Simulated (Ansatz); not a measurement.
Understanding CaO in the CsCl-type structure from first principles

Method: r²SCAN, scalar-relativistic; no spin polarisation; PAW, 500 eV, Γ-centred 8×8×8 mesh, 0.05 eV Gaussian smearing; code Ansatz; PAW files: Ansatz's generated set soft_2.

This is a trial structure: the heavier alkaline earths' oxides and chalcogenides take the rock-salt structure.

The relaxed structure (symmetry read at 0.01 Å). It takes space group Pm-3m (No. 221, cubic). Conventional cell: a = 2.903 Å, b = 2.903 Å, c = 2.903 Å, α = 90.00°, β = 90.00°, γ = 90.00°. Around Ca (site symmetry m-3m) lie 8 O at 2.51 Å. O (site symmetry m-3m) has 8 Ca at 2.51 Å as nearest neighbours. (Shells end 15 % past the nearest neighbour.)

Results at this level of theory:

```
Volume                                                : 12.23 Å³/atom
Band gap                                              : 3.28 eV
Smallest direct gap                                   : 3.58 eV
Bader charges                                         : Ca 1.51; O -1.51 e
Formation energy from the elements (0 K, uncorrected) : -2.74 eV/atom
Bulk modulus (Birch–Murnaghan)                        : 122 GPa
Pressure derivative B0′                               : 4.3
Elastically stable                                    : no (eigenvalue of -5.5 GPa)
```

Formal charges Ca²⁺, O²⁻ balance and leave closed shells on every ion, so a band insulator is expected, and the gap is 3.28 eV.

Shannon's ionic radii give a check on the bond lengths: Ca²⁺ with 8 neighbours 1.12 Å + O²⁻ 1.42 Å = 2.54 Å against a computed mean of 2.51 Å. Sums and bonds agree within 3 %, so ion sizes set the bond lengths.

Bader charges against formal ones: Ca +1.51 (+2), O −1.51 (−2). The cations give up 76 % of the formal charge; Bader charges stay under formal ones because the anions' density reaches into the cations' basins.

Q: How stiff is it, in energy terms?

A: B0·V0 = 121.8 GPa × 12.23 Å³ = 9.30 eV/atom sets the scale: near the minimum ΔE ≈ ½ B0 V0 x², with x = V/V0 − 1, and a pressure of 1.2 GPa squeezes the volume by about 1 %. At the ends of the curve: x = −4.0 % predicts 7.4 meV/atom and the run gives 8.0; x = +7.0 % predicts 22.8 meV/atom and the run gives 20.2. The lopsidedness is anharmonic: atoms resist being pushed together more than being pulled apart.

Kohn–Sham gaps of semilocal functionals lie under measured ones, often by a third or more.
